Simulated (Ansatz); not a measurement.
**Al3Cu: further runs on the relaxed cell**

The task here is to estimate one member of a computed series from the others.

Method: DFT PBEsol, scalar-relativistic, plane waves, PAW, in Ansatz 0.2.0.

1 further run of the same task is left out (set aside as unsound or not needed).

### The starting structure

Symmetry: P4/mmm, No. 123, tetragonal system. The conventional cell has a = 2.780 Å, b = 2.780 Å, c = 7.603 Å, α = 90.00°, β = 90.00°, γ = 90.00°. Al (site symmetry 4/mmm) is surrounded by 12 Al at 2.78 to 2.89 Å. Al (site symmetry 4mm) is surrounded by 4 Cu at 2.58 Å and 8 Al at 2.78 to 2.89 Å. Cu (site symmetry 4/mmm) is surrounded by 8 Al at 2.58 Å and 4 Cu at 2.78 Å.

As a file:

```
Al Cu
1.0
     2.77968    0.00000    0.00000
     0.00000    2.77968    0.00000
     0.00000    0.00000    7.60296
Al Cu
3 1
Direct
  0.00000 0.00000 0.50000
  0.50000 0.50000 0.22069
  0.50000 0.50000 0.77931
  0.00000 0.00000 0.00000
```

It goes back to an entry of the Materials Project, which need not be the stable form.

This cell was relaxed beforehand with the same method: volume 14.69 Å³/atom, gap on the mesh none (metal).

The first run:

The input, input.yaml:

```yaml
crystal:
  lattice:
    - [2.779683011, 0.0, 0.0]
    - [0.0, 2.779683011, 0.0]
    - [0.0, 0.0, 7.6029571153]
  atoms:
    - { symbol: Al, position: [0.0, 0.0, 0.5] }
    - { symbol: Al, position: [0.5, 0.5, 0.2206884209] }
    - { symbol: Al, position: [0.5, 0.5, 0.7793115791] }
    - { symbol: Cu, position: [0.0, 0.0, 0.0] }
basis:
  ecutwfc: 420
kpoints:
  mp_grid: { grid: [16, 16, 6] }
  band_path:
    path:
      - [[0.0, 0.0, 0.0], [0.0, 0.5, 0.0], [0.5, 0.5, 0.0], [0.0, 0.0, 0.0], [0.0, 0.0, 0.5], [0.0, 0.5, 0.5], [0.5, 0.5, 0.5], [0.0, 0.0, 0.5]]
      - [[0.0, 0.5, 0.0], [0.0, 0.5, 0.5]]
      - [[0.5, 0.5, 0.0], [0.5, 0.5, 0.5]]
    npoints: 14
hamiltonian:
  xc: pbesol
scf:
  occupations: { method: gaussian, width: 0.1 }
  n_extra_bands: 10
output:
  forces: true
  stress: true
  eigenvalues: true
  populations: true
  dos: { projected: true, de: 0.02, nscf_kmesh: { grid: [24, 24, 9] } }
  bader: true
```

The run is started by

```sh
$ ansatz run input.yaml --threads 1 --pin off --max-ram 2560MiB --backend cpu --events-out ev --progress --plain --runs-dir out
```

Steps of the session up to this table: Bands, states and charges; The cell scaled to 0.97 of its volume; Point at V/V0 = 1.03; The cell scaled to 0.94 of its volume; Volume × 1.06.

One of the session's tables, all rows but one given; the rest of the session is left out.

It belongs to the step «Fit of the equation of state». 

| volume (Å³/atom) | energy above the lowest point (meV/atom) | pressure (GPa) |
| --- | --- | --- |
| 13.805 | 18.3 | 7.06 |
| 14.246 | 4.3 | 3.23 |
| 14.686 | 0.0 | -0.01 |
| 15.127 | ? | ? |
| 15.568 | 14.8 | -5.06 |

Estimate the missing values for volume (Å³/atom) = 15.127.

Worked estimate for «energy above the lowest point (meV/atom)». A straight line through the neighbours (14.686, 0.0) and (15.568, 14.8) gives 0.0 + (14.8 − 0.0) × (15.127 − 14.686) / (15.568 − 14.686) = 7.4; a parabola fitted to 3 rows on both sides gives 3.5.

The run gave: energy above the lowest point (meV/atom): 3.9; pressure (GPa): -2.76. In «energy above the lowest point (meV/atom)» the line misses by +3.5 and the parabola by -0.4.
